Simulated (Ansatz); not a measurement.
A run of Ansatz 0.2.0:

input.yaml

```yaml
crystal:
  lattice:
    - [0.0, 2.211323, 2.211323]
    - [2.211323, 0.0, 2.211323]
    - [2.211323, 2.211323, 0.0]
  atoms:
    - { symbol: Ta, position: [0.5, 0.5, 0.5] }
    - { symbol: "N", position: [0.0, 0.0, 0.0] }
kpoints:
  mp_grid: { grid: [6, 6, 6] }
scf:
  occupations: { method: fermi_dirac, width: 0.03 }
hamiltonian:
  xc: pbesol
  pseudopotentials: { kind: all_electron, lapw: { basis_error: 0.001 } }
output:
  forces: true
  stress: true
  eigenvalues: true
```

Potentials or basis: all-electron LAPW, scalar-relativistic.

The run is started by

```sh
$ ansatz run input.yaml --threads 1 --pin off --max-ram 3072MiB --backend cpu --events-out ev --progress --plain --runs-dir out
```

Hardware: 1 thread of Arm Neoverse V2, on a shared host.

Q: Estimate the wall time of this run.

A: It took 4.1 s on 1 thread of Arm Neoverse V2, with other jobs on the host, peak memory 0.26 GiB. Counts: scf iterations 8, plane waves 331, k points 16, bands 30.
